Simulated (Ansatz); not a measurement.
**SnSe: enthalpy against pressure**

SnSe, Fm-3m, a = 6.062 Å. This isn't the usual stable structure of the compound. Ansatz: PBE, PAW, 420 eV, Γ-centred 10×10×10 mesh on 2 atoms, Gaussian smearing 0.02 eV; no spin polarisation. Cell and atoms are relaxed at each pressure, and no other structure is tried, so the rows at high pressure may lie past a change of phase. y is the enthalpy over the state at zero pressure; there V0 = 27.840 Å³/atom. The pressures are the targets, met within 0.02 GPa.

| P (GPa) | y (eV/atom) |
| --- | --- |
| -2.0 | -0.3552 |
| 0.0 | 0.0000 |
| 2.0 | 0.3408 |
| 5.0 | 0.8303 |
| 10.0 | ? |
| 20.0 | 3.0256 |
| 40.0 | 5.5657 |

Fit y = c1 P + c2 P² + c3 P³ to the other rows, say what c1 and c2 mean, and predict the missing value.

Least squares on the rows shown. y = 0.17294 P − 0.0013232 P² + 1.1955×10⁻⁵ P³. Since dH/dP = V, c1 is V0: 0.17294 eV/GPa × 160.2 = 27.705 Å³ against 27.840; c2 = −V0/(2B0) gives B0 = 65 GPa, where a Birch–Murnaghan fit to the volumes of the same runs (not shown) gives 49 GPa: a cubic over this range folds the higher terms into c2. Above P = −c2/(3 c3) = 37 GPa the cubic's slope, the volume, would rise with pressure, so the form fails there. At P = 10.0 the fit asked for gives 1.6090 eV/atom. The run gave 1.6017 eV/atom, so the fit is 0.0073 eV/atom too high, 0.12 % of the span of the series, against an rms of 0.0022 eV/atom on the fitted rows. With a term in P⁴ added, a fit to the same known rows predicts 1.5990 eV/atom, so most of the miss is curvature that the known rows already hold.

Where the gap has closed, the smearing of 0.02 eV or less is narrow for a metal on this mesh. The mesh isn't the same in all rows (10×10×10, 12×12×12).